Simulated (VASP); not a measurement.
Wanted: the native input for a VASP 6.6.1 run.

```
Task                   : relaxation of cell and atoms
Functional             : revPBE
Potentials or basis    : VASP PAW PBE potentials, release 64 (W_sv)
Cutoff                 : 600 eV
k mesh                 : 12 × 12 × 12
Occupations            : fermi-dirac, width 0.05 eV
Spin                   : no spin polarisation
Further INCAR settings : ALGO = Normal; EDIFF = 1e-07; IBRION = 2; EDIFFG = -0.01; NSW = 40; ISIF = 3
```

The structure of W lies in POSCAR:

```
W
1.0
   -1.5823450000      1.5823450000      1.5823450000
    1.5823450000     -1.5823450000      1.5823450000
    1.5823450000      1.5823450000     -1.5823450000
W
1
Direct
    0.0000000000      0.0000000000      0.0000000000
```

The input as run:

INCAR

```
  PREC = Accurate
  ENCUT = 600
  EDIFF = 1E-7
  ISMEAR = -1
  SIGMA = 0.05
  LREAL = F
  LASPH = T
  NELM = 80
  ALGO = Normal
  ISIF = 3
  LWAVE = F
  LCHARG = F
  GGA = RE
  IBRION = 2
  NSW = 40
  EDIFFG = -0.01
```

KPOINTS

```
regular mesh
0
Gamma
  12 12 12
```

Potentials or basis: VASP PAW PBE potentials, release 64 (W_sv).

Run with:

```sh
$ cat potpaw_PBE.64/W_sv/POTCAR > POTCAR
$ mpirun -np 1 vasp_std > vasp.out
```

It gave:

- Relaxed volume: 16.32 Å³/atom
- Relaxed cell: a = 2.768 Å, b = 2.768 Å, c = 2.768 Å, α = 109.47°, β = 109.47°, γ = 109.47°
- Space group after relaxing (to 0.05 Å): Im-3m (No. 229)
- Energy gained by relaxing: 13.3 meV/atom
- Ionic steps: 4
- Pressure after relaxing: 0.0 GPa
- Band gap on the k mesh: none (metal or under the smearing width)

Caveat: the PAW data sets were made with another functional, which shifts forces and pressure a little.

Run time: 25 s on 1 thread of Intel(R) Xeon(R) Platinum 8488C (Sapphire Rapids) (shared host), peak memory 0.15 GiB.
